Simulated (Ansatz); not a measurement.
Write the native input for Ansatz 0.2.0 that does the following.

```
Task                                : band structure
Functional                          : PBE
Potentials or basis                 : Ansatz PAW
Cutoff                              : 420 eV (not typed: the program's choice for these potentials)
k mesh                              : 7 × 7 × 7
Occupations                         : fermi-dirac, width 0.05 eV
Spin                                : no spin polarisation
Hubbard terms                       : Ti d U = 6 eV
Path                                : [["G", "Y", "T", "Z", "G", "X", "A1", "Y"], ["T", "X1"], ["X", "A", "Z"], ["L", "G"]]
Points for each segment of the path : 14
Hubbard projectors                  : ortho-atomic (the default)
Double counting                     : fll (the default)
```

Crystal: TiSi2.

```
Ti Si
1.0
     0.00000    4.11752    4.26290
     2.38951    0.00000    4.26290
     2.38951    4.11752    0.00000
Ti Si
2 4
Direct
  0.75000 0.75000 0.75000
  0.50000 0.50000 0.50000
  0.41257 0.08743 0.41257
  0.08743 0.41257 0.08743
  0.16257 0.83743 0.16257
  0.83743 0.16257 0.83743
```

The cell is a database's computed one.

One way to write it, as run:

input.yaml

```yaml
crystal:
  lattice:
    - [0.0, 4.1175163063, 4.2628978354]
    - [2.3895119538, 0.0, 4.2628978354]
    - [2.3895119538, 4.1175163063, 0.0]
  atoms:
    - { symbol: Ti, position: [0.75, 0.75, 0.75] }
    - { symbol: Ti, position: [0.5, 0.5, 0.5] }
    - { symbol: Si, position: [0.41256561, 0.08743439, 0.41256561] }
    - { symbol: Si, position: [0.08743439, 0.41256561, 0.08743439] }
    - { symbol: Si, position: [0.16256561, 0.83743439, 0.16256561] }
    - { symbol: Si, position: [0.83743439, 0.16256561, 0.83743439] }
hamiltonian:
  xc: pbe
  pseudopotentials: { kind: paw }
  hubbard: { sites: [{ species: Ti, l: d, u_eff: 6.0 }] }
kpoints:
  mp_grid: { grid: [7, 7, 7] }
  band_path:
    path:
      - [[0.0, 0.0, 0.0], [0.5, 0.0, 0.5], [1.0, 0.5, 0.5], [0.5, 0.5, 0.0], [0.0, 0.0, 0.0], [0.0, 0.4127457158, 0.4127457158], [0.5, 0.2443551471, 0.7443551471], [0.5, 0.0, 0.5]]
      - [[1.0, 0.5, 0.5], [1.0, 0.5872542842, 0.5872542842]]
      - [[0.0, 0.4127457158, 0.4127457158], [0.5, 0.7556448529, 0.2556448529], [0.5, 0.5, 0.0]]
      - [[0.5, 0.5, 0.5], [0.0, 0.0, 0.0]]
    npoints: 14
scf:
  occupations: { method: fermi_dirac, width: 0.05 }
  n_extra_bands: 15
output:
  forces: true
  stress: true
  eigenvalues: true
  fatbands: false
```

Potentials or basis: Ansatz PAW.

Launch:

```console
$ ansatz run input.yaml --threads 2 --pin off --max-ram 5632MiB --backend cpu --events-out ev --progress --plain --runs-dir out
```

Results of the run:

```yaml
Pressure: 7.6 GPa
Largest_force: 0.153 eV/Å
Band_gap_on_the_k_mesh: none (metal or under the smearing width)
```

Caveat: U without spin polarisation on a metal has little footing; the U is typed as a test and isn't derived for this compound.

Wall time 18 s on 2 threads of Arm Neoverse V1, with other jobs on the host, peak memory 0.66 GiB.
